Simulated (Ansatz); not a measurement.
**Cobalt, A15 under PBE: relaxation and energy**

What does PBE give for cobalt in the A15 structure? We relax it, then solve it on a dense k-mesh. Spin polarisation is left out, though the real metal is magnetic, so this state lies above the ground state. The k-meshes are 6×6×6 for the relaxation; 8×8×8 for the dense run.

Method: DFT PBE, plane waves (420 eV) with PAW, scalar-relativistic, in Ansatz 0.2.0.

## 1. The structure to begin with

It takes space group Pm-3n (No. 223, cubic). Conventional cell: a = 4.458 Å, b = 4.458 Å, c = 4.458 Å, α = 90.00°, β = 90.00°, γ = 90.00°. Around Co (site symmetry m-3) lie 12 Co at 2.49 Å. Co (site symmetry -4m2) is surrounded by 6 Co at 2.23 to 2.49 Å.

Coordinates:

```xyz
8
Lattice="4.4579 0.0000 0.0000 0.0000 4.4579 0.0000 0.0000 0.0000 4.4579" Properties=species:S:1:pos:R:3 pbc="T T T"
Co    0.0000    0.0000    0.0000
Co    2.2289    2.2289    2.2289
Co    1.1145    0.0000    2.2289
Co    3.3434    0.0000    2.2289
Co    2.2289    1.1145    0.0000
Co    2.2289    3.3434    0.0000
Co    0.0000    2.2289    1.1145
Co    0.0000    2.2289    3.3434
```

## 2. Geometry optimisation

The input, input.yaml:

```yaml
crystal:
  lattice:
    - [4.457857647, 0.0, 0.0]
    - [0.0, 4.457857647, 0.0]
    - [0.0, 0.0, 4.457857647]
  atoms:
    - { symbol: Co, position: [0.0, 0.0, 0.0] }
    - { symbol: Co, position: [0.5, 0.5, 0.5] }
    - { symbol: Co, position: [0.25, 0.0, 0.5] }
    - { symbol: Co, position: [0.75, 0.0, 0.5] }
    - { symbol: Co, position: [0.5, 0.25, 0.0] }
    - { symbol: Co, position: [0.5, 0.75, 0.0] }
    - { symbol: Co, position: [0.0, 0.5, 0.25] }
    - { symbol: Co, position: [0.0, 0.5, 0.75] }
hamiltonian:
  xc: pbe
  pseudopotentials:
    kind: paw
    azcp:
      Co: "pseudopotentials/Co.paw.azcp"
basis:
  ecutwfc: 420
  fft_grid_basis: typed
kpoints:
  mp_grid: { grid: [6, 6, 6], shift: [0, 0, 0] }
magnetization:
  spin_polarized: false
scf:
  occupations: { method: fermi_dirac, width: 0.1 }
relax:
  max_steps: 60
  f_tol: 0.01
  cell: {}
```

Standard output:

```text
Engine: ansatz 0.2.0, x86_64-unknown-linux-gnu
Pseudopotentials: kind: paw
Pseudopotential: Co, paw, valence charge 17, recommended cutoff 420 eV (normal), <dir>
Functional definition: PBE
  parameter kappa = 0.804
  parameter beta = 0.06672455060314922
  exchange = pbe_x(kappa = kappa, mu = beta*pi^2/3)
  correlation = pbe_c(beta = beta)
Crystal: 8 atoms, lattice volume = 88.589 Å³
Basis set: ecut = 420 eV, 1743 PW (Γ), exchange–correlation on 60×60×60 points (8 copies of the dense FFT grid, shifted against one another)
Bands: 82, of which v1, the nominal top of the filled ones, is band 68 counted from 1 (67 counted from 0)
Symmetry: 48 space group operations
Space group: Pm-3n (ITA 223), of the structure as read, at distance tolerance 4.5e-5 Å
k-points: 20 of 216
Non-local potential: Co, projectors of the file, l = 0: 3, l = 1: 2, l = 2: 3, l = 3: 1
PAW form: soft (Blöchl's): semilocal exchange-correlation on the pseudo side does not see the compensation charge
PAW one-centre angular grid: Co, 590 points (default); XC on 64 Gauss nodes
Initial density: superposition of atomic densities (neutral atoms: chi_scale 0, normalization atom), corrected by the library's trained network
Initial wavefunctions: pseudopotential atomic-orbital guess
Functional: x = pbe(κ = 0.804, μ = 0.2195149727645171), c = pbe(β = 0.06672455060314922)
SCF iter   1: F=—  HF=-41006.323444 eV  |F-HF|=—  |Δ(HF+E_count)|=         —  Δρ=1.49e-2  dr2=1.13e-1  ethr=1.77e-3  ⟨swp⟩=4.5  Hψ=4635  notcnv=0  defer=7
preconditioner: auto → Kerker (q_TF=auto, 2.930 Å⁻¹)  [metal: Δε(μ)=0.004 eV  Ē_g=4.752 eV  σ=0.100 eV  W_gap=0.01  n_scr=32 (ndim 8)  ℏωp=33.5 eV  f_vac=0.000  D(μ)=26.43/eV (n_scr^D=618)]
SCF iter   2: F=—  HF=-41006.318226 eV  |F-HF|=—  |Δ(HF+E_count)|=   5.22e-3  Δρ=4.76e-3  dr2=1.59e-2  ethr=8.31e-5  ⟨swp⟩=1.0  Hψ=1900  notcnv=0  defer=10
SCF iter   3: F=—  HF=-41006.318025 eV  |F-HF|=—  |Δ(HF+E_count)|=   2.01e-4  Δρ=1.70e-3  dr2=2.20e-3  ethr=1.17e-5  ⟨swp⟩=1.0  Hψ=1621  notcnv=0  defer=10
SCF iter   4: F=—  HF=-41006.318019 eV  |F-HF|=—  |Δ(HF+E_count)|=   6.44e-6  Δρ=2.78e-4  dr2=3.18e-5  ethr=1.62e-6  ⟨swp⟩=1.0  Hψ=1621  notcnv=0  defer=10
SCF iter   5: F=—  HF=-41006.317553 eV  |F-HF|=—  |Δ(HF+E_count)|=   4.66e-4  Δρ=1.14e-4  dr2=7.34e-6  ethr=2.34e-8  ⟨swp⟩=2.0  Hψ=3007  notcnv=0  defer=10
SCF iter   6: F=—  HF=-41006.317552 eV  |F-HF|=—  |Δ(HF+E_count)|=   9.18e-7  Δρ=4.40e-5  dr2=7.29e-7  ethr=5.40e-9  ⟨swp⟩=2.0  Hψ=2312  notcnv=0  defer=10
SCF iter   7: F=—  HF=-41006.317552 eV  |F-HF|=—  |Δ(HF+E_count)|=   7.64e-8  Δρ=2.52e-5  dr2=5.23e-7  ethr=7.35e-11  ⟨swp⟩=4.1  Hψ=5882  notcnv=0
SCF iter   8: F=-41006.317552 eV  HF=-41006.317552 eV  |F-HF|=4.34e-9  |Δ(HF+E_count)|=   1.50e-8  Δρ=3.47e-6  dr2=8.08e-9  ethr=7.35e-11  ⟨swp⟩=3.0  Hψ=5509  notcnv=0
SCF 1 converged in 8 iterations: F = -41006.317552 eV  dr2 = 8.08e-9
relax step   1: F+E_penalty+E_count = -41006.31755215 eV  Δ(F+E_penalty+E_count) = +0.000e0 eV  max|allowed force component| = 1.446e-17 eV/Å  Δτ_max = 0.0000 Å  P = -8.794 GPa  Ω = 88.589 Å³  (8 SCF iters, dr2 threshold 1.00e-7 eV, accepted)
Crystal: 8 atoms, lattice volume = 86.444 Å³
Initial density: handed on by an earlier stage of this run
Initial wavefunctions: those handed on with the density
iter 1 solved again at ethr=1.19e-5 eV; its pass at ethr=3.10e-3 eV (dr2=1.62e-2 eV) is discarded
SCF iter   1: F=—  HF=-41006.408258 eV  |F-HF|=—  |Δ(HF+E_count)|=         —  Δρ=5.66e-3  dr2=1.73e-2  ethr=1.19e-5  ⟨swp⟩=1.4  Hψ=6317  notcnv=0
preconditioner: auto → Kerker (q_TF=auto, 2.942 Å⁻¹)  [metal: Δε(μ)=0.003 eV  Ē_g=4.870 eV  σ=0.100 eV  W_gap=0.01  n_scr=32 (ndim 8)  ℏωp=33.9 eV  f_vac=0.000  D(μ)=25.55/eV (n_scr^D=586)]
SCF iter   2: F=—  HF=-41006.405016 eV  |F-HF|=—  |Δ(HF+E_count)|=   3.24e-3  Δρ=1.41e-3  dr2=1.35e-3  ethr=1.19e-5  ⟨swp⟩=2.1  Hψ=2089  notcnv=0
SCF iter   3: F=—  HF=-41006.404721 eV  |F-HF|=—  |Δ(HF+E_count)|=   2.95e-4  Δρ=4.41e-4  dr2=9.23e-5  ethr=9.90e-7  ⟨swp⟩=2.0  Hψ=2125  notcnv=0
SCF iter   4: F=—  HF=-41006.404350 eV  |F-HF|=—  |Δ(HF+E_count)|=   3.71e-4  Δρ=2.11e-4  dr2=1.08e-5  ethr=6.78e-8  ⟨swp⟩=2.4  Hψ=3012  notcnv=0
SCF iter   5: F=—  HF=-41006.404357 eV  |F-HF|=—  |Δ(HF+E_count)|=   6.72e-6  Δρ=7.01e-5  dr2=1.06e-6  ethr=7.94e-9  ⟨swp⟩=2.0  Hψ=1800  notcnv=0
SCF iter   6: F=-41006.404357 eV  HF=-41006.404357 eV  |F-HF|=1.17e-9  |Δ(HF+E_count)|=   1.14e-7  Δρ=1.01e-5  dr2=5.40e-8  ethr=5.88e-10  ⟨swp⟩=4.0  Hψ=5867  notcnv=0
SCF 2 converged in 6 iterations: F = -41006.404357 eV  dr2 = 5.40e-8
relax step   2: F+E_penalty+E_count = -41006.40435667 eV  Δ(F+E_penalty+E_count) = -8.680e-2 eV  max|allowed force component| = 5.913e-17 eV/Å  Δτ_max = 0.0000 Å  P = -3.743 GPa  Ω = 86.444 Å³  energy of the carried Pulay correction = +2.111e-3 eV  (6 SCF iters, dr2 threshold 8.00e-7 eV, accepted)
Crystal: 8 atoms, lattice volume = 84.921 Å³
Basis set: ecut = 420 eV, 1647 PW (Γ), exchange–correlation on 60×60×60 points (8 copies of the dense FFT grid, shifted against one another)
iter 1 solved again at ethr=6.05e-6 eV; its pass at ethr=3.10e-3 eV (dr2=8.23e-3 eV) is discarded
SCF iter   1: F=—  HF=-41006.424606 eV  |F-HF|=—  |Δ(HF+E_count)|=         —  Δρ=4.02e-3  dr2=8.61e-3  ethr=6.05e-6  ⟨swp⟩=1.3  Hψ=6343  notcnv=0
preconditioner: auto → Kerker (q_TF=auto, 2.951 Å⁻¹)  [metal: Δε(μ)=0.004 eV  Ē_g=4.969 eV  σ=0.100 eV  W_gap=0.01  n_scr=32 (ndim 8)  ℏωp=34.2 eV  f_vac=0.000  D(μ)=24.97/eV (n_scr^D=586)]
SCF iter   2: F=—  HF=-41006.422978 eV  |F-HF|=—  |Δ(HF+E_count)|=   1.63e-3  Δρ=1.00e-3  dr2=6.61e-4  ethr=6.05e-6  ⟨swp⟩=2.1  Hψ=2055  notcnv=0
SCF iter   3: F=—  HF=-41006.422514 eV  |F-HF|=—  |Δ(HF+E_count)|=   4.64e-4  Δρ=3.25e-4  dr2=4.63e-5  ethr=4.86e-7  ⟨swp⟩=2.0  Hψ=2163  notcnv=0
SCF iter   4: F=—  HF=-41006.422545 eV  |F-HF|=—  |Δ(HF+E_count)|=   3.02e-5  Δρ=1.60e-4  dr2=6.51e-6  ethr=3.41e-8  ⟨swp⟩=2.0  Hψ=3050  notcnv=0
iter 5 did not close the SCF: its close was put off for the readings that it lacked (scf_convergence_deferred on its scf_iter line)
SCF iter   5: F=-41006.422547 eV  HF=-41006.422547 eV  |F-HF|=3.06e-7  |Δ(HF+E_count)|=   2.79e-6  Δρ=4.47e-5  dr2=5.21e-7  ethr=4.79e-9  ⟨swp⟩=2.0  Hψ=1800  notcnv=0
SCF iter   6: F=-41006.422547 eV  HF=-41006.422547 eV  |F-HF|=5.08e-9  |Δ(HF+E_count)|=   1.64e-9  Δρ=7.17e-6  dr2=2.86e-8  ethr=3.83e-10  ⟨swp⟩=2.1  Hψ=6066  notcnv=0
SCF 3 converged in 6 iterations: F = -41006.422547 eV  dr2 = 2.86e-8
relax step   3: F+E_penalty+E_count = -41006.42254728 eV  Δ(F+E_penalty+E_count) = -1.819e-2 eV  max|allowed force component| = 2.349e-17 eV/Å  Δτ_max = 0.0000 Å  P = +0.306 GPa  Ω = 84.921 Å³  energy of the carried Pulay correction = +3.643e-3 eV  (6 SCF iters, dr2 threshold 8.00e-7 eV, accepted)
Crystal: 8 atoms, lattice volume = 85.034 Å³
iter 1 solved again at ethr=2.35e-8 eV; its pass at ethr=3.10e-3 eV (dr2=3.19e-5 eV) is discarded
SCF iter   1: F=—  HF=-41006.422886 eV  |F-HF|=—  |Δ(HF+E_count)|=         —  Δρ=2.98e-4  dr2=4.71e-5  ethr=2.35e-8  ⟨swp⟩=2.0  Hψ=6174  notcnv=0
preconditioner: auto → Kerker (q_TF=auto, 2.950 Å⁻¹)  [metal: Δε(μ)=0.004 eV  Ē_g=4.960 eV  σ=0.100 eV  W_gap=0.01  n_scr=32 (ndim 8)  ℏωp=34.2 eV  f_vac=0.000  D(μ)=25.10/eV (n_scr^D=586)]
SCF iter   2: F=—  HF=-41006.422538 eV  |F-HF|=—  |Δ(HF+E_count)|=   3.49e-4  Δρ=7.21e-5  dr2=3.46e-6  ethr=2.35e-8  ⟨swp⟩=2.0  Hψ=2278  notcnv=0
SCF iter   3: F=—  HF=-41006.422537 eV  |F-HF|=—  |Δ(HF+E_count)|=   6.54e-7  Δρ=2.38e-5  dr2=2.56e-7  ethr=2.54e-9  ⟨swp⟩=2.0  Hψ=2135  notcnv=0
iter 4 did not close the SCF: its close was put off for the readings that it lacked (scf_convergence_deferred on its scf_iter line)
SCF iter   4: F=-41006.422537 eV  HF=-41006.422537 eV  |F-HF|=1.11e-8  |Δ(HF+E_count)|=   1.78e-7  Δρ=1.24e-5  dr2=3.88e-8  ethr=1.88e-10  ⟨swp⟩=2.0  Hψ=3051  notcnv=0
iter 5 did not close the SCF: its close was put off for the readings that it lacked (scf_convergence_deferred on its scf_iter line)
SCF iter   5: F=-41006.422537 eV  HF=-41006.422537 eV  |F-HF|=3.30e-9  |Δ(HF+E_count)|=   1.69e-8  Δρ=4.11e-6  dr2=4.08e-9  ethr=2.86e-11  ⟨swp⟩=2.0  Hψ=1800  notcnv=0
SCF iter   6: F=-41006.422537 eV  HF=-41006.422537 eV  |F-HF|=2.18e-11  |Δ(HF+E_count)|=  5.89e-10  Δρ=4.39e-7  dr2=9.77e-11  ethr=3.00e-12  ⟨swp⟩=1.4  Hψ=4875  notcnv=0
SCF 4 converged in 6 iterations: F = -41006.422537 eV  dr2 = 9.77e-11
relax step   4: F+E_penalty+E_count = -41006.42253747 eV  Δ(F+E_penalty+E_count) = +9.815e-6 eV  max|allowed force component| = 3.549e-17 eV/Å  Δτ_max = 0.0000 Å  P = -0.009 GPa  Ω = 85.034 Å³  energy of the carried Pulay correction = +3.528e-3 eV  (6 SCF iters, dr2 threshold 2.35e-7 eV, accepted)
Initial wavefunctions: pseudopotential atomic-orbital guess (no wavefunctions were taken with the density)
iter 1 solved again at ethr=5.30e-8 eV; its pass at ethr=3.10e-3 eV (dr2=7.21e-5 eV) is discarded
SCF iter   1: F=—  HF=-41006.419741 eV  |F-HF|=—  |Δ(HF+E_count)|=         —  Δρ=2.79e-4  dr2=8.38e-6  ethr=5.30e-8  ⟨swp⟩=3.2  Hψ=9591  notcnv=0
preconditioner: auto → Kerker (q_TF=auto, 2.950 Å⁻¹)  [metal: Δε(μ)=0.004 eV  Ē_g=4.960 eV  σ=0.100 eV  W_gap=0.01  n_scr=32 (ndim 8)  ℏωp=34.2 eV  f_vac=0.000  D(μ)=25.09/eV (n_scr^D=586)]
SCF iter   2: F=—  HF=-41006.419417 eV  |F-HF|=—  |Δ(HF+E_count)|=   3.25e-4  Δρ=1.56e-4  dr2=3.15e-6  ethr=6.16e-9  ⟨swp⟩=1.0  Hψ=1640  notcnv=0
SCF iter   3: F=—  HF=-41006.419416 eV  |F-HF|=—  |Δ(HF+E_count)|=   8.43e-7  Δρ=1.81e-5  dr2=6.78e-8  ethr=2.32e-9  ⟨swp⟩=2.0  Hψ=1800  notcnv=0
SCF iter   4: F=—  HF=-41006.419416 eV  |F-HF|=—  |Δ(HF+E_count)|=   3.59e-8  Δρ=2.23e-6  dr2=2.21e-9  ethr=4.98e-11  ⟨swp⟩=2.0  Hψ=3053  notcnv=0
SCF iter   5: F=—  HF=-41006.419416 eV  |F-HF|=—  |Δ(HF+E_count)|=   6.01e-9  Δρ=1.88e-6  dr2=2.04e-9  ethr=1.62e-12  ⟨swp⟩=2.0  Hψ=3042  notcnv=0
SCF iter   6: F=-41006.419416 eV  HF=-41006.419416 eV  |F-HF|=4.37e-11  |Δ(HF+E_count)|=  7.28e-12  Δρ=2.65e-7  dr2=4.63e-11  ethr=1.00e-12  ⟨swp⟩=3.1  Hψ=6915  notcnv=0
SCF 5 converged in 6 iterations: F = -41006.419416 eV  dr2 = 4.63e-11
relax step   5: F+E_penalty+E_count = -41006.41941571 eV  Δ(F+E_penalty+E_count) = +3.122e-3 eV  max|allowed force component| = 3.425e-17 eV/Å  Δτ_max = 0.0000 Å  P = -0.032 GPa  Ω = 85.034 Å³  stress off target by 3.20e-2 GPa  SCF on the basis re-selected at this cell (its energy is not comparable with the rows above)  (6 SCF iters)
basis re-selected at this cell: Δ(F+E_penalty+E_count) = +3.122e-3 eV, ΔP = -0.023 GPa vs the last step (what re-selecting the basis moved, of the pressure what is left beyond the Pulay correction that the steps carried, after the strain that the cell walked since its last selection, with what the two solves' SCF thresholds leave and, on support functions, any second-order correction that the steps lacked; it is no measure of the basis error at this ecutwfc). This SCF's stress stands 3.20e-2 GPa from its target on what of the cell is left free (relax.cell.stress_tol is 5.00e-2 GPa) and its largest allowed force component is 3.43e-17 eV/Å (relax.f_tol is 1.00e-2 eV/Å): within both
SCF converged after 6 iterations
Free energy (F): -41006.419416 eV
Harris-Foulkes:  -41006.419416 eV  (|F-HF|=4.37e-11)
Internal energy: -41005.612972 eV  (E = F + TS)
E sigma→0 (E₀):  -41006.016194 eV
Entropy (-TS):   -0.806443 eV (-100.805 meV/atom)
Fermi energy:    19.095118 eV
--- Per-component energies (eV) ---
  E_band       = -1889.937482
  E_kinetic    = 3639.896934
  E_local      = -22525.918482  (includes V_loc(G=0)·N_el)
  E_nonlocal   = 3632.672588
  E_hartree    = 9459.053142
  E_xc         = -1274.108838
  E_vxc        = -1644.385723  (∫ρ·V_xc dr)
  E_paw        = -12120.245975  (= ΣΔE_a)
  E_vpaw       = -3910.310680  (= ΣTr[D̂ρ^β])
  E_aug_tail   = 0.000595  (compensation charges beyond the density's cutoff)
  E_ewald      = -21816.962936
  E_smearing   = -0.806443  (= −TS)
  E_closure    = -0.000000  (closes the sum)
  Σ components = -41006.419416   (vs F -41006.419416, Δ=0.00e0)
--- Forces (eV/Å), atoms counted from 1 ---
  atom   1  Co    -0.00000000     0.00000000     0.00000000
  atom   2  Co     0.00000000     0.00000000     0.00000000
  atom   3  Co    -0.00000000     0.00000000     0.00000000
  atom   4  Co     0.00000000    -0.00000000    -0.00000000
  atom   5  Co     0.00000000    -0.00000000    -0.00000000
  atom   6  Co    -0.00000000    -0.00000000     0.00000000
  atom   7  Co    -0.00000000     0.00000000    -0.00000000
  atom   8  Co     0.00000000    -0.00000000     0.00000000
  max |Σ_I F_I| component: 2.02e-17 eV/Å
--- Stress (GPa, compression-positive) ---
       -0.031953      -0.000000      -0.000000
       -0.000000      -0.031953      -0.000000
       -0.000000      -0.000000      -0.031953
  P = ⅓ Tr σ = -0.0320 GPa (-0.320 kbar)
--- Relaxed structure (4 steps of the walk, 4 accepted, 1 SCFs on fresh bases) ---
  F+E_penalty+E_count = -41006.41941571 eV   max|allowed force component| = 3.425e-17 eV/Å   (the final SCF, on the basis selected at the relaxed cell)
  cell:  # Å, volume = 85.0343 Å³
    - [4.397420891101782, -1.6049416203226964e-34, 5.7777898331617076e-34]
    - [3.5308715647099323e-34, 4.397420891101782, -2.2870418089598426e-34]
    - [3.209883240645393e-34, -2.2469182684517753e-34, 4.397420891101782]
  atoms:
    - { symbol: Co, position: [2.869654933274427e-35, 2.0365690028169712e-35, 9.253775771107928e-36] }
    - { symbol: Co, position: [0.5, 0.5, 0.5] }
    - { symbol: Co, position: [0.25, -3.318807613654e-35, 0.5] }
    - { symbol: Co, position: [0.7499999999999999, 1.271515200463976e-35, 0.5] }
    - { symbol: Co, position: [0.5, 0.25, 1.1953965661765556e-35] }
    - { symbol: Co, position: [0.5, 0.7499999999999999, -4.384995874515886e-35] }
    - { symbol: Co, position: [-6.25473673890616e-35, 0.5, 0.25] }
    - { symbol: Co, position: [-4.8033846726776825e-35, 0.5, 0.7499999999999999] }
```

Wall time 34 s (2 threads of an x86-64 CPU, shared host); peak memory 0.67 GiB.

The walk, from the log:

```tsv
step	energy change (meV/atom)	largest force (eV/Å)	pressure (GPa)	volume (Å³/atom)
1	0.00	0.0000	-8.79	11.074
2	-10.85	0.0000	-3.74	10.806
3	-13.12	0.0000	0.31	10.615
4	-13.12	0.0000	-0.01	10.629
5	-12.73	0.0000	-0.03	10.629
```

Steps that repeat a cell are solved on a basis chosen anew, so their changes of energy are no gain of the relaxation.

Changes in the cell that was computed:

|  | before | after | change |
| --- | --- | --- | --- |
| a (Å) | 4.458 | 4.397 | -1.4 % |
| b (Å) | 4.458 | 4.397 | -1.4 % |
| c (Å) | 4.458 | 4.397 | -1.4 % |
| volume (Å³/atom) | 11.074 | 10.629 | -4.0 % |
| shortest distance (Å) | 2.229 | 2.199 | -1.4 % |
| space group (spins left aside) | Pm-3n | Pm-3n | same |

## 3. Single point on a dense mesh

The input, input.yaml:

```yaml
crystal:
  lattice:
    - [4.3974208911, 0.0, 0.0]
    - [0.0, 4.3974208911, 0.0]
    - [0.0, 0.0, 4.3974208911]
  atoms:
    - { symbol: Co, position: [0.0, 0.0, 0.0] }
    - { symbol: Co, position: [0.5, 0.5, 0.5] }
    - { symbol: Co, position: [0.25, 1.0, 0.5] }
    - { symbol: Co, position: [0.75, 0.0, 0.5] }
    - { symbol: Co, position: [0.5, 0.25, 0.0] }
    - { symbol: Co, position: [0.5, 0.75, 1.0] }
    - { symbol: Co, position: [1.0, 0.5, 0.25] }
    - { symbol: Co, position: [1.0, 0.5, 0.75] }
hamiltonian:
  xc: pbe
  pseudopotentials:
    kind: paw
    azcp:
      Co: "pseudopotentials/Co.paw.azcp"
basis:
  ecutwfc: 420
  fft_grid_basis: typed
kpoints:
  mp_grid: { grid: [8, 8, 8], shift: [0, 0, 0] }
magnetization:
  spin_polarized: false
scf:
  occupations: { method: fermi_dirac, width: 0.1 }
```

Standard output (excerpt; [...] marks lines left out):

```text
[...]
[... 3 set-up lines as earlier in the session ...]
[...]
Crystal: 8 atoms, lattice volume = 85.034 Å³
Basis set: ecut = 420 eV, 1647 PW (Γ)
Bands: 82, of which v1, the nominal top of the filled ones, is band 68 counted from 1 (67 counted from 0)
[... 1 set-up line as earlier in the session ...]
Space group: Pm-3n (ITA 223), of the structure as read, at distance tolerance 4.4e-5 Å
k-points: 35 of 512
[...]
SCF iter   1: F=—  HF=-41006.414446 eV  |F-HF|=—  |Δ(HF+E_count)|=         —  Δρ=1.25e-2  dr2=5.55e-2  ethr=1.77e-3  ⟨swp⟩=4.6  Hψ=8101  notcnv=0  defer=17
[...]
SCF iter   8: F=-41006.408948 eV  HF=-41006.408948 eV  |F-HF|=2.32e-8  |Δ(HF+E_count)|=   4.39e-9  Δρ=7.23e-6  dr2=2.71e-8  ethr=7.35e-11  ⟨swp⟩=1.0  Hψ=5843  notcnv=0
[...]
SCF converged after 8 iterations
Free energy (F): -41006.408948 eV
[...]
E sigma→0 (E₀):  -41005.997935 eV
Entropy (-TS):   -0.822027 eV (-102.753 meV/atom)
Fermi energy:    19.100517 eV
[...]
```

Run time: 11 s. Hardware: 2 threads of an x86-64 CPU, shared host; peak memory 0.69 GiB.

## 4. Summary of results

| quantity | value |
| --- | --- |
| space group (spins left aside) | Pm-3n (No. 223) |
| conventional cell | a = 4.397 Å |
| volume | 10.629 Å³/atom |
| shortest distance | 2.199 Å |
| gap on the mesh | none (levels filled in part) |
| relative to hcp, ferromagnetic | +402 meV/atom |

The relaxation shrank the cell by 4.0 % in volume. It lies 402 meV/atom above the element's reference form at the same level (hcp, ferromagnetic, from a run of its own); part of this is magnetic energy, as this run has no moments. Levels at the Fermi energy are filled in part, as in a metal. Relaxation kept the symmetry; phonons were not checked.
